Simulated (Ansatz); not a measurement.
Crystal: PbS.

```xyz
2
Lattice="4.0897 0.0000 0.0000 -2.0448 3.5418 0.0000 0.0000 0.0000 3.7882" Properties=species:S:1:pos:R:3 pbc="T T T"
Pb    0.0000    0.0000    0.0000
S     2.0448    1.1806    1.8941
```

Measurements of this composition are mostly on another form, of space group No. 225.

- Program: Ansatz 0.2.0
- Task: single point
- Functional: PBE
- Potentials or basis: all-electron LAPW, scalar-relativistic
- Cutoff: 170 eV (chosen from the basis error)
- Basis error allowed: 0.001 eV/atom
- k mesh: 8 × 8 × 7
- Occupations: fermi-dirac, width 0.05 eV
- Spin: no spin polarisation

On this cell: pressure 0.0 GPa; largest force under 0.003 eV/Å; band gap on the k mesh 0.21 eV, indirect (least direct gap 1.64 eV).

The same run follows on a disturbed copy (atoms moved at random, drawn with an rms of 0.05 Å):

```xyz
2
Lattice="4.0897 0.0000 0.0000 -2.0448 3.5418 0.0000 0.0000 0.0000 3.7882" Properties=species:S:1:pos:R:3 pbc="T T T"
Pb    0.0310    0.0111   -0.0069
S     2.0037    1.1295    1.9106
```

Question: What does the disturbed cell give?

Answer: The energy moves by +3.6 meV/atom; pressure 0.1 GPa; largest force 0.160 eV/Å; band gap on the k mesh 0.11 eV, indirect (least direct gap 1.65 eV).

Forces in eV/Å, atoms in the order of the input:
```
Pb  -0.120 -0.103 -0.024
S    0.120  0.103  0.024
```

Stress tensor (GPa, compression positive):
```
 0.11 -0.02 -0.05
-0.02  0.11 -0.04
-0.05 -0.04  0.20
```

Caveats: spin-orbit coupling is left out, which as a rule narrows the gap of such compounds by several tenths of an eV; an odd mesh through Γ misses points on the zone boundary, where band edges often lie.
